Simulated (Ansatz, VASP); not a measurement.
**Two plane-wave programs on W**

Contents of INCAR:

```
SYSTEM = W
ALGO     = Normal         ! electronic algorithm
EDIFF    = 1E-7           ! SCF threshold, eV
ENCUT    = 520            ! plane-wave cutoff, eV
GGA      = PS             ! functional
ISIF     = 2              ! what is computed and relaxed
ISMEAR   = -1             ! smearing method
LASPH    = .True.         ! aspherical terms in the spheres
LCHARG   = .False.        ! write CHGCAR
LREAL    = .False.        ! projectors in reciprocal space
LWAVE    = .False.        ! write WAVECAR
NBANDS   = 13             ! bands
NELM     = 80             ! most SCF steps
PREC     = Accurate       ! precision mode
SIGMA    = 0.05           ! smearing width, eV
```

KPOINTS

```
k-points
0
Gamma
  11 11 11
  0 0 0
```

POSCAR

```
W
1.0
    0.0000000000      2.0434441004      2.0434441004
    2.0434441004      0.0000000000      2.0434441004
    2.0434441004      2.0434441004      0.0000000000
W
1
Direct
    0.0000000000      0.0000000000      0.0000000000
```

The input input.yaml:

```yaml
crystal:
  lattice:
    - [0.0, 2.0434441004, 2.0434441004]
    - [2.0434441004, 0.0, 2.0434441004]
    - [2.0434441004, 2.0434441004, 0.0]
  atoms:
    - { symbol: W, position: [0.0, 0.0, 0.0] }
hamiltonian:
  xc: pbesol
  pseudopotentials: { kind: paw }
kpoints:
  mp_grid: { grid: [11, 11, 11] }
scf:
  occupations: { method: fermi_dirac, width: 0.05 }
output:
  forces: true
  stress: true
  eigenvalues: true
```

Change from the starting cell: volume scaled by 1.02.

Alike in both runs: task single point; functional PBEsol; k mesh 11 × 11 × 11; occupations fermi-dirac, width 0.05 eV; no spin polarisation.

```csv
,VASP,Ansatz
version,VASP 6.6.1,Ansatz 0.2.0
potentials or method,"VASP PAW PBE potentials, release 64 (W_sv)",Ansatz PAW
plane-wave cutoff (eV),520,420
valence electrons in the cell,14,14
```

|  | VASP | Ansatz | Ansatz less VASP |
| --- | --- | --- | --- |
| gap on the k mesh at the Fermi level (eV) | none | none | - |
| pressure (GPa) | -17.2 | -17.6 | -0.36 |

A gap of «none» marks a metal or a gap that the smearing closes.

Caveats: the PAW data sets were made with another functional, which shifts forces and pressure a little (VASP); the PAW data sets come from PBE, with cores solved anew for the run's functional, which leaves a small shift of forces and pressure (Ansatz). Spin-orbit coupling is left out, which matters for the levels of W.
